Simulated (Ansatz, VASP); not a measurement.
## One calculation of HfC, two programs

```
CELL_PARAMETERS angstrom
0.00000 2.38343 2.38343
2.38343 0.00000 2.38343
2.38343 2.38343 0.00000
ATOMIC_POSITIONS crystal
Hf 0.50000 0.50000 0.50000
C 0.00000 0.00000 0.00000
```

Alike in both runs: task single point; functional PBE; k mesh 16 × 16 × 16; occupations gaussian, width 0.1 eV; no spin polarisation.

```csv
,VASP,Ansatz
version,VASP 6.6.1,Ansatz 0.2.0
potentials or method,"VASP PAW PBE potentials, release 64 (Hf_pv, C)","scalar-relativistic, plane waves, PAW"
plane-wave cutoff (eV),520,420
valence electrons in the cell,14,30
```

Ansatz gave:

| Quantity | Value |
| --- | --- |
| gap on the k mesh at the Fermi level (eV) | none |
| pressure (GPa) | -14.9 |

Problem. Which values does VASP return?

Solution. gap on the k mesh at the Fermi level (eV): none; pressure (GPa): -15.7.

A gap of «none» marks a metal or a gap that the smearing closes. With one functional, cell and mesh, what is left measures potentials, basis and numerics. The two sets of potentials don't hold the same shells in valence.

Caveats: so large a pressure means that the cell lies far from this level's equilibrium, or that cutoff or potentials fall short (VASP). Spin-orbit coupling is left out, which matters for the levels of Hf.
